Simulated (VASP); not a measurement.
Set up this calculation in VASP 6.6.1, as the native input.

```yaml
Task: relaxation of cell and atoms
Functional: PBEsol
Potentials_or_basis: VASP PAW PBE potentials, release 64 (Pb_d)
Cutoff: 300 eV
k_mesh: 14 × 14 × 14
Occupations: gaussian, width 0.1 eV
Spin: no spin polarisation
Further_INCAR_settings: ALGO = Normal; EDIFF = 1e-07; IBRION = 2; EDIFFG = -0.005; NSW = 90; ISIF = 3
```

The structure of Pb lies in POSCAR:

```
Pb
1.0
    0.0000000000      2.4750200000      2.4750200000
    2.4750200000      0.0000000000      2.4750200000
    2.4750200000      2.4750200000      0.0000000000
Pb
1
Direct
    0.0000000000      0.0000000000      0.0000000000
```

The input as run:

INCAR

```
SYSTEM = Pb
PREC = Accurate
ENCUT = 300
EDIFF = 1E-7
ISMEAR = 0
SIGMA = 0.1
LREAL = .FALSE.
LASPH = .TRUE.
NELM = 80
ALGO = Normal
ISIF = 3
LWAVE = .FALSE.
LCHARG = .FALSE.
GGA = PS
IBRION = 2
NSW = 90
EDIFFG = -0.005
```

KPOINTS

```
regular mesh
0
G
  14 14 14
  0 0 0
```

Potentials or basis: VASP PAW PBE potentials, release 64 (Pb_d).

Run with:

```bash
$ cat potpaw_PBE.64/Pb_d/POTCAR > POTCAR
$ mpirun -np 1 vasp_std > vasp.out
```

Results of the run:

```json
{
  "Relaxed volume": "29.62 Å³/atom",
  "Relaxed cell": "a = 3.473 Å, b = 3.473 Å, c = 3.473 Å, α = 60.00°, β = 60.00°, γ = 60.00°",
  "Space group after relaxing (to 0.05 Å)": "Fm-3m (No. 225)",
  "Energy gained by relaxing": "2.4 meV/atom",
  "Ionic steps": "3",
  "Pressure after relaxing": "0.0 GPa",
  "Band gap on the k mesh": "none (metal or under the smearing width)"
}
```

Caveat: the PAW data sets were made with another functional, which shifts forces and pressure a little.

Wall time 43 s on 1 thread of Intel(R) Xeon(R) Platinum 8488C (Sapphire Rapids), with other jobs on the host, peak memory 0.13 GiB.
